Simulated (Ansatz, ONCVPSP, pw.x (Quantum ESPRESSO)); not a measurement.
## Equation-of-state test of one ONCV potential (H)

ONCVPSP 4.0.1 input, shortened (lines: element, Z, core and valence counts, functional; n l f; lmax; l rc ep ncon nbas qcut; lloc lpopt rc5 dvloc0; l nproj debl; icmod fcfact rcfact), PBE, scalar-relativistic:

```
  H 1.00    0    1        4      upf
    1    0    1.00
    1
    0    1.30    0.00    4    7    5.90
    1    1.00    0.10    4    7    4.90
    4    5    0.95    2.00
    0    1    3.00
    1    2    1.20
    0    0.00    0.00
```

Atomic tests: cutoffs needed: 13 Ha and 19 Ha (the cutoffs (Ha) at which the residual kinetic energy of the hardest occupied pseudo-wave falls to 1 and 0.1 mHa per electron); ghost test: no bound ghost flagged; no localised positive-energy state flagged.

Crystal test: bcc H in pw.x 7.5, no spin, 18³ k-points, Fermi–Dirac smearing 0.01 Ry, cutoffs 45/180 Ry. The lattice is a test structure that the element need not adopt, and mesh and smearing are coarse.

pw.x input:

```
&control
  calculation='scf', prefix='x', pseudo_dir='./', outdir='./tmp', tstress=.true., disk_io='low'
/
&system
  ibrav=0, nat=1, ntyp=1, ecutwfc=45, ecutrho=180, nbnd=7,
  occupations='smearing', smearing='fd', degauss=0.01
/
&electrons
  conv_thr=1e-09, mixing_beta=0.4, electron_maxstep=70
/
ATOMIC_SPECIES
H 1.0 H.UPF
CELL_PARAMETERS angstrom
  -0.91187954 0.91187954 0.91187954
  0.91187954 -0.91187954 0.91187954
  0.91187954 0.91187954 -0.91187954
ATOMIC_POSITIONS crystal
H 0.0000 0.0000 0.0000
K_POINTS automatic
18 18 18 0 0 0
```

```bash
pw.x < H.scf.in > H.scf.out
```

Question: How does the run end?

Answer: It converges; the pressure is -1.62 GPa against -2.27 GPa from all-electron LAPW.  The log shows:

```
Message from routine setup:
     using ibrav=0 with symmetry is DISCOURAGED, use correct ibrav instead
     lattice parameter (alat)  =       2.9847  a.u.
     unit-cell volume          =      20.4677 (a.u.)^3
     number of electrons       =         1.00
     number of Kohn-Sham states=            7
     kinetic-energy cutoff     =      45.0000  Ry
     charge density cutoff     =     180.0000  Ry
     scf convergence threshold =      1.0E-09
     Exchange-correlation= PBE
     number of k points=   195  Fermi-Dirac smearing, width (Ry)=  0.0100
     iteration #  1     ecut=    45.00 Ry     beta= 0.40
     total energy              =      -1.07307751 Ry
     estimated scf accuracy    <       0.00000071 Ry
     iteration #  2     ecut=    45.00 Ry     beta= 0.40
     total energy              =      -1.07307961 Ry
     estimated scf accuracy    <       0.00000027 Ry
     iteration #  3     ecut=    45.00 Ry     beta= 0.40
     the Fermi energy is     3.6007 ev
!    total energy              =      -1.07307965 Ry
     estimated scf accuracy    <          6.8E-11 Ry
     smearing contrib. (-TS)   =      -0.00045032 Ry
     The total energy is F=E-TS. E is the sum of the following terms:
     one-electron contribution =       0.62708365 Ry
     hartree contribution      =       0.01743357 Ry
     xc contribution           =      -0.66119598 Ry
     ewald contribution        =      -1.05595057 Ry
     convergence has been achieved in   3 iterations
          total   stress  (Ry/bohr**3)                   (kbar)     P=      -16.23
```
